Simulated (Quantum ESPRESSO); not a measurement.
**SnSe2 under changes of volume**

One of the cells (25.726 Å³/atom); the others are scaled copies at fixed shape and fractional positions:

```
CELL_PARAMETERS angstrom
3.81100 0.00000 0.00000
-1.90550 3.30042 0.00000
0.00000 0.00000 6.13600
ATOMIC_POSITIONS crystal
Sn 0.00000 0.00000 0.00000
Se 0.66667 0.33333 0.75100
Se 0.33333 0.66667 0.24900
```

```yaml
Program: Quantum ESPRESSO 7.5
Functional: r2SCAN
Potentials_or_basis: SG15 PBE 1.2
Cutoff: 952 eV
Density_cutoff: 3810 eV
k_mesh: 4 × 4 × 3
Occupations: fermi-dirac, width 0.05 eV
Spin: no spin polarisation
```

| volume (Å³/atom) | energy over the lowest point (meV/atom) | pressure (GPa) | gap on the mesh (eV) |
| --- | --- | --- | --- |
| 24.182 | ? | ? | ? |
| 24.697 | 55.18 | 7.7 | 0.85 |
| 25.212 | 33.48 | 5.8 | 0.83 |
| 25.726 | 17.70 | 4.0 | 0.81 |
| 26.241 | 7.22 | 2.5 | 0.79 |
| 26.755 | 1.49 | 1.1 | 0.77 |
| 27.270 | 0.00 | -0.2 | 0.75 |

**Question.** What does the run at 24.182 Å³/atom give?

**Answer.** Energy over the lowest point 83.50 meV/atom; pressure 9.9 GPa; gap on the mesh 0.87 eV.

Worked out: A Birch-Murnaghan fit of order 3 (a polynomial in V^(-2/3)) to the other rows has its minimum at 27.20 Å³/atom with B0 = V·E''(V) = 64 GPa and B' = 4.8 at fixed shape and positions, which overstates the stiffness. It gives 83.51 meV/atom at 24.182 Å³/atom, against the run's 83.50, and -dE/dV = 9.9 GPa, against 9.9. A straight line through the other rows of the gap, of slope -1.01 eV per unit of ln V, extrapolates to 0.87 eV, against the run's 0.87.

Energies are extrapolated to zero smearing.

Caveats: all runs use coarse meshes; the potentials were made for another functional, which shifts forces and pressure; spin-orbit coupling is left out, which moves the levels of the heavy elements; an odd mesh through Γ misses points on the zone boundary, where band edges often lie.
